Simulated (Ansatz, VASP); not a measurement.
**One calculation of P, two programs**

File POSCAR:

```
P
1.0
    2.5750367205      0.0000000000      0.0000000000
   -1.2875183603      2.2300472156      0.0000000000
    0.0000000000      0.0000000000      9.9695731836
P
4
Direct
    1.0000000000      1.0000000000      1.0000000000
    1.0000000000      1.0000000000      0.5000000000
    0.3333333333      0.6666666667      0.2500000000
    0.6666666667      0.3333333333      0.7500000000
```

File INCAR.step1:

```
ALGO = Normal ; EDIFF = 1E-4
ENCUT = 520 ; GGA = PE
ISMEAR = -1 ; LASPH = T
LCHARG = F ; LREAL = F
LWAVE = T ; NBANDS = 18
NELM = 80 ; PREC = Accurate
SIGMA = 0.1
```

Contents of INCAR.step2:

```
ALGO = Normal ; EDIFF = 1E-7
ENCUT = 520 ; ISIF = 2
ISMEAR = -1 ; ISTART = 1
LASPH = T ; LCHARG = T
LELF = T ; LMIXTAU = T
LREAL = F ; LVHAR = T
LWAVE = F ; METAGGA = R2SCAN
NBANDS = 18 ; NELM = 80
PREC = Accurate ; SIGMA = 0.1
```

The input KPOINTS:

```
k-points
0
Gamma
  16 16 4
```

Input for Ansatz:

```yaml
crystal:
  lattice:
    - [2.5750367205, 0.0, 0.0]
    - [-1.2875183603, 2.2300472156, 0.0]
    - [0.0, 0.0, 9.9695731836]
  atoms:
    - { symbol: P, position: [1.0, 1.0, 1.0] }
    - { symbol: P, position: [1.0, 1.0, 0.5] }
    - { symbol: P, position: [0.3333333333, 0.6666666667, 0.25] }
    - { symbol: P, position: [0.6666666667, 0.3333333333, 0.75] }
hamiltonian:
  xc: r2scan
  pseudopotentials:
    kind: paw
    azcp:
      P: "pseudopotentials/P.paw.azcp"
basis:
  ecutwfc: 500
  fft_grid_basis: typed
kpoints:
  mp_grid: { grid: [16, 16, 4], shift: [0, 0, 0] }
magnetization:
  spin_polarized: false
scf:
  occupations: { method: fermi_dirac, width: 0.1 }
  lower_state_search: "off"
output:
  stress: true
```

Alike in both runs: task single point; functional r2SCAN; k mesh 16 × 16 × 4; occupations fermi-dirac, width 0.1 eV; no spin polarisation.

|  | VASP | Ansatz |
| --- | --- | --- |
| version | VASP 6.6.1 | Ansatz 0.2.0 |
| potentials or method | VASP PAW PBE potentials, release 64 (P) | plane waves (500 eV) with PAW, scalar-relativistic |
| plane-wave cutoff (eV) | 520 | 500 |
| valence electrons in the cell | 20 | 20 |

```tsv
	VASP	Ansatz	Ansatz less VASP
pressure (GPa)	3.5	3.6	+0.12
largest component of the traceless stress (GPa)	0.02	0.11	+0.089
```

Caveats: the PAW data sets were made with another functional, which shifts forces and pressure a little (VASP).
